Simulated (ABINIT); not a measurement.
# Ta (Im-3m) in ABINIT: a series of runs, part 2 of 2

ABINIT 10.8.3 (patched build). The steps go on from the part before.

### 5 Band structure, RPBE

File run.abi:

```
# Datasets: ground state, then fixed potential
ndtset 2

# Pseudopotentials
pp_dirpath "./"
pseudos "Ta.GGA_PBE-JTH.xml"

# Structure
acell 2.8601008575 2.8601008575 2.8601008575 Angstrom
rprim
    -0.5773502692     0.5773502692     0.5773502692
     0.5773502692    -0.5773502692     0.5773502692
     0.5773502692     0.5773502692    -0.5773502692
ntypat 1
znucl 73
natom 1
typat 1
xred
     0.0000000000     0.0000000000     0.0000000000

# Plane-wave basis
ecut 15.0
pawecutdg 30.0

# Exchange and correlation
ixc 15

# Bands and occupations
occopt 3
tsmear 0.05 eV

# SCF cycle
nstep 100

# Output
iomode 3
prtwf 0
prteig 0
prtebands 0
prtden1 1

# Dataset 1
kptopt1 1
ngkpt1 11 11 11
nshiftk1 1
shiftk1 0.0 0.0 0.0
nband1 11
tolvrs1 1.0e-9

# Dataset 2: bands along G-H-N-G-P-H
iscf2 -2
getden2 1
nband2 15
nbdbuf2 2
tolwfr2 1.0e-12
kptopt2 -5
ndivsm2 5
prteig2 1
prtvol2 -3
kptbounds2
     0.0000000000     0.0000000000     0.0000000000
     0.5000000000    -0.5000000000     0.5000000000
     0.0000000000     0.0000000000     0.5000000000
     0.0000000000     0.0000000000     0.0000000000
     0.2500000000     0.2500000000     0.2500000000
     0.5000000000    -0.5000000000     0.5000000000
```

Potentials or basis: JTH PAW PBE v2.0.

Launch:

```bash
> abinit run.abi > log 2>&1
```

run.abo:

```text
.Version 10.8.3 of ABINIT
 DATASET    1 : space group Im -3 m (#229); Bravais cI (body-center cubic)
================================================================================
 Values of the parameters that define the memory need for DATASET  1.
     intxc =       0    ionmov =       0      iscf =      17    lmnmax =      18
     lnmax =       6     mgfft =      20  mpssoang =       3    mqgrid =    3001
     natom =       1  nloc_mem =       2    nspden =       1   nspinor =       1
    nsppol =       1      nsym =      48    n1xccc =       1    ntypat =       1
    occopt =       3   xclevel =       2
       mpw =         358          nfft =        8000          nkpt =          56
 PAW method is used; the additional fine FFT grid is defined by:
   mgfftf=        30    nfftf =     27000
================================================================================
================================================================================

 DATASET    2 : space group Im -3 m (#229); Bravais cI (body-center cubic)
================================================================================
 Values of the parameters that define the memory need for DATASET  2.
     intxc =       0    ionmov =       0      iscf =      -2    lmnmax =      18
[... 536 lines left out ...]
 kpt#   4, nband= 15, wtk=  1.00000, kpt=  0.2143 -0.2143  0.2143 (reduced coord)
  -2.42195   -1.19180   -1.18368   -1.18368   -0.12381    0.03927    0.07839    0.07839
   0.13950    0.23579    0.58784    0.75132    0.77481    0.77481    0.92540
 kpt#   5, nband= 15, wtk=  1.00000, kpt=  0.2857 -0.2857  0.2857 (reduced coord)
  -2.42030   -1.19830   -1.19035   -1.19035   -0.07051   -0.01766    0.10722    0.10722
   0.18652    0.22254    0.59778    0.69808    0.69808    0.80660    1.01481
 kpt#   6, nband= 15, wtk=  1.00000, kpt=  0.3571 -0.3571  0.3571 (reduced coord)
  -2.41890   -1.20147   -1.19646   -1.19646   -0.06150   -0.06060    0.15758    0.15758
[... 59 lines left out ...]
  -2.42029   -1.20218   -1.20218   -1.17775   -0.04604    0.00547    0.00547    0.21179
   0.21179    0.36539    0.48504    0.48504    0.68000    0.83376    0.83376
 kpt#  27, nband= 15, wtk=  1.00000, kpt=  0.3750 -0.1250  0.3750 (reduced coord)
  -2.41965   -1.20346   -1.20346   -1.18062   -0.01908   -0.01908   -0.01130    0.20836
   0.20836    0.39267    0.48388    0.48388    0.79379    0.80118    0.80118
 kpt#  28, nband= 15, wtk=  1.00000, kpt=  0.4167 -0.2500  0.4167 (reduced coord)
  -2.41877   -1.20333   -1.20333   -1.18954   -0.05551   -0.05551    0.07206    0.22787
   0.22787    0.41178    0.45274    0.45274    0.80821    0.82103    0.82103
 kpt#  29, nband= 15, wtk=  1.00000, kpt=  0.4583 -0.3750  0.4583 (reduced coord)
  -2.41800   -1.20266   -1.20266   -1.19855   -0.08502   -0.08502    0.19208    0.26494
   0.26494    0.39848    0.39848    0.40818    0.68762    0.86541    0.86541
 kpt#  30, nband= 15, wtk=  1.00000, kpt=  0.5000 -0.5000  0.5000 (reduced coord)
  -2.41771   -1.20232   -1.20232   -1.20232   -0.09602   -0.09602    0.29595    0.29595
   0.29595    0.35991    0.35991    0.35991    0.62300    0.88753    0.88753

== END DATASET(S) ==============================================================
================================================================================

 -outvars: echo values of variables after computation  --------
            acell      5.4048073131E+00  5.4048073131E+00  5.4048073131E+00 Bohr
           etotal1    -5.8883684768E+01
            fcart1    -0.0000000000E+00 -0.0000000000E+00 -0.0000000000E+00
            rprim     -5.7735026920E-01  5.7735026920E-01  5.7735026920E-01
                       5.7735026920E-01 -5.7735026920E-01  5.7735026920E-01
                       5.7735026920E-01  5.7735026920E-01 -5.7735026920E-01
           strten1    -1.5069931573E-04 -1.5069931573E-04 -1.5069931573E-04
                       0.0000000000E+00  0.0000000000E+00  0.0000000000E+00
 Calculation completed.
```

It took 9.9 s on 1 thread of AMD EPYC 7R43 (Zen 3), shared host; peak memory 0.1 GiB.

Results:

```
Free energy                                           : -1602.3067 eV
Band gap on the k mesh                                : none (metal or under the smearing width)
Valence electrons inside the program's atomic spheres : Ta 10.65 (radii [1.2805] Å)
```

Levels at the corners of the path, in eV from the Fermi level:
| point | band 4 | band 5 | band 6 | band 7 | band 8 | band 9 |
| --- | --- | --- | --- | --- | --- | --- |
| Γ | -33.07 | -7.92 | 0.77 | 0.77 | 0.77 | 4.05 |
| H | -33.89 | -3.79 | -3.79 | 6.88 | 6.88 | 6.88 |
| N | -33.08 | -4.37 | -1.52 | 1.55 | 3.94 | 4.97 |
| Γ | -33.07 | -7.92 | 0.77 | 0.77 | 0.77 | 4.05 |
| P | -33.67 | -1.23 | -1.23 | -1.23 | 5.14 | 5.14 |
| H | -33.89 | -3.79 | -3.79 | 6.88 | 6.88 | 6.88 |

Caveat: the cutoff is too short for stress, so the log's stress isn't used; the PAW data sets were made with another functional, which shifts forces and pressure a little; spin-orbit coupling is left out, which moves the levels of the heavy elements.

### 6 Summary

| task | level | cutoff (eV) | fine-grid cutoff | dispersion computed by | V0 of scaled cells (Å³/atom) | B0 (GPa) |
| --- | --- | --- | --- | --- | --- | --- |
| equation of state | BP86+D3 | 408 | 816.342 eV | - | 17.04 | 237 |
| equation of state | RPBE+D3(BJ) | 408 | 816.342 eV | simple-dftd3 1.7.0 | - | - |
| equation of state | PBEsol | 272 | 544.228 eV | - | 17.64 | 208 |
| band structure | RPBE | 408 | 816.342 eV | - | - | - |

Alike in all rows: potentials or basis JTH PAW PBE v2.0; no spin polarisation; cell as given; k mesh 11 × 11 × 11; smearing fermi-dirac 0.05 eV.

Caveats: the PAW data sets were made with another functional, which shifts forces and pressure a little; pressures at fixed basis lie under the slope of the energies (some runs); spin-orbit coupling is left out, which moves the levels of the heavy elements (some runs).

Absolute energies hang on the potentials; compare differences alone.

### 7 Comparison with measurements

Step 2. Against the measured bulk modulus of Ta, 194 GPa (quoted in “Pressure effects on the electronic structure and superconductivity of (TaNb)0.67(HfZrTi)0.33 high entropy alloy”, 2019, arxiv:1910.08312), the calculated 237 GPa is off by +22.3 %. The fit is for a static lattice scaled at fixed shape and fixed fractional positions.

Step 4. Against the measured bulk modulus of Ta, 194 GPa (quoted in “Pressure effects on the electronic structure and superconductivity of (TaNb)0.67(HfZrTi)0.33 high entropy alloy”, 2019, arxiv:1910.08312), the calculated 208 GPa is off by +7.2 %. The fit is for a static lattice scaled at fixed shape and fixed fractional positions.
